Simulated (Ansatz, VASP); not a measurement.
# B: VASP beside Ansatz

INCAR

```
ALGO = Fast
EDIFF = 1E-8
ENCUT = 520
GGA = PE
ISIF = 2
ISMEAR = -1
LASPH = True
LCHARG = False
LEFG = True
LREAL = Auto
LWAVE = False
NBANDS = 36
NELM = 80
PREC = Accurate
SIGMA = 0.05
```

KPOINTS

```
k-points
0
Gamma
  7 7 7
```

POSCAR

```
B
1.0
    2.7970008425      1.6148491893      4.0252000000
   -2.7970008425      1.6148491893      4.0252000000
    0.0000000000     -3.2296983787      4.0252000000
B
15
Direct
    0.5000000000      0.5000000000      0.5000000000
    0.8039000000      0.3161000000      0.8039000000
    0.8039000000      0.8039000000      0.3161000000
    0.3161000000      0.8039000000      0.8039000000
    0.1961000000      0.6839000000      0.1961000000
    0.6839000000      0.1961000000      0.1961000000
    0.1961000000      0.1961000000      0.6839000000
    0.0060000000      0.3295000000      0.0060000000
    0.0060000000      0.0060000000      0.3295000000
    0.3295000000      0.0060000000      0.0060000000
    0.9940000000      0.6705000000      0.9940000000
    0.6705000000      0.9940000000      0.9940000000
    0.9940000000      0.9940000000      0.6705000000
    0.6192000000      0.6192000000      0.6192000000
    0.3808000000      0.3808000000      0.3808000000
```

Input for Ansatz:

```yaml
crystal:
  lattice:
    - [2.7970008425, 1.6148491893, 4.0252]
    - [-2.7970008425, 1.6148491893, 4.0252]
    - [0.0, -3.2296983787, 4.0252]
  atoms:
    - { symbol: B, position: [0.5, 0.5, 0.5] }
    - { symbol: B, position: [0.8039, 0.3161, 0.8039] }
    - { symbol: B, position: [0.8039, 0.8039, 0.3161] }
    - { symbol: B, position: [0.3161, 0.8039, 0.8039] }
    - { symbol: B, position: [0.1961, 0.6839, 0.1961] }
    - { symbol: B, position: [0.6839, 0.1961, 0.1961] }
    - { symbol: B, position: [0.1961, 0.1961, 0.6839] }
    - { symbol: B, position: [0.006, 0.3295, 0.006] }
    - { symbol: B, position: [0.006, 0.006, 0.3295] }
    - { symbol: B, position: [0.3295, 0.006, 0.006] }
    - { symbol: B, position: [0.994, 0.6705, 0.994] }
    - { symbol: B, position: [0.6705, 0.994, 0.994] }
    - { symbol: B, position: [0.994, 0.994, 0.6705] }
    - { symbol: B, position: [0.6192, 0.6192, 0.6192] }
    - { symbol: B, position: [0.3808, 0.3808, 0.3808] }
kpoints:
  mp_grid: { grid: [7, 7, 7] }
scf:
  occupations: { method: fermi_dirac, width: 0.05 }
hamiltonian:
  xc: pbe
  pseudopotentials: { kind: paw }
output:
  forces: true
  stress: true
  populations: true
  efg: { quadrupole_moments_barn: { B: 0.04059 }, contact_densities: true }
```

Alike in both runs: task electric field gradients; functional PBE; k mesh 7 × 7 × 7; occupations fermi-dirac, width 0.05 eV; no spin polarisation.

```csv
,VASP,Ansatz
version,VASP 6.6.1,Ansatz 0.2.0
potentials or method,"VASP PAW PBE potentials, release 64 (B)","plane-wave PAW, scalar-relativistic"
plane-wave cutoff (eV),520,420
valence electrons in the cell,45,45
```

|  | VASP | Ansatz | Ansatz less VASP |
| --- | --- | --- | --- |
| pressure (GPa) | 21.9 | 21.8 | -0.06 |
| largest component of the traceless stress (GPa) | 0.18 | 0.18 | -0.006 |
| rms of the force components (eV/Å) | 1.216 | 1.213 | -0.0030 |
| Vzz of the field gradient on the site that differs most (V/Å²) | -36.1 | -28.3 | +7.85 |

Atom by atom the forces differ by 0.004 eV/Å (rms over components).

Caveats: so large a pressure means that the cell lies far from this level's equilibrium, or that cutoff or potentials fall short (VASP); forces of over 1 eV/Å show positions far from the minimum, so gaps and moduli don't describe the material at rest.
